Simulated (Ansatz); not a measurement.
Rigid (100) slab of CoO, space group Fm-3m (No. 225):

```
CELL_PARAMETERS angstrom
2.94645 0.00000 0.00000
0.00000 2.94645 0.00000
0.00000 0.00000 23.25037
ATOMIC_POSITIONS crystal
Co 0.50000 0.50000 0.36559
O 0.00000 0.00000 0.36559
Co 0.00000 0.00000 0.45520
O 0.50000 0.50000 0.45520
Co 0.50000 0.50000 0.55490
O 0.00000 0.00000 0.54444
Co 0.00000 0.00000 0.63198
O 0.50000 0.50000 0.64181
```

Level of theory: DFT PBEsol, scalar-relativistic, plane waves, PAW in Ansatz. Plane waves to 420 eV, a k mesh through Γ of 10×10×1 on the computed 9-atom cell and Gaussian smearing (0.10 eV); collinear spin from starting moments 2.56 0.32 2.74 0.4 2.67 0.41 2.6 0.36 2 μB. A dipole correction removes the field between periodic images along c.

An adatom of O is held over the places (i/4, j/4) of the 1×1 surface cell, counted from the highest atom (O), and only its height relaxes; one adatom per 8.7 Å².

Heights over the highest slab atom in Å:

```csv
i,j=0,j=1,j=2,j=3
0,1.43,1.22,1.32,1.22
1,1.22,1.19,1.33,1.19
2,1.32,1.33,1.39,1.33
3,1.22,1.19,1.33,1.19
```

(1) Among these places, where is the adatom most and least stable, and how far apart in energy?

The state reached may not be the lowest one. The program reads another magnetic order as possibly lower. Moments started parallel, and an antiferromagnetic order may lie lower. Semilocal functionals without U can misjudge the magnetic state of such a slab.

Results:

(1) Lowest at (i, j) = (2, 2); highest at (0, 0), 2.20 eV above. All energies in eV:

| i | j=0 | j=1 | j=2 | j=3 |
| --- | --- | --- | --- | --- |
| 0 | 2.20 | 1.45 | 1.89 | 1.45 |
| 1 | 1.45 | 1.25 | 0.97 | 1.25 |
| 2 | 1.89 | 0.97 | 0.00 | 0.97 |
| 3 | 1.45 | 1.25 | 0.97 | 1.25 |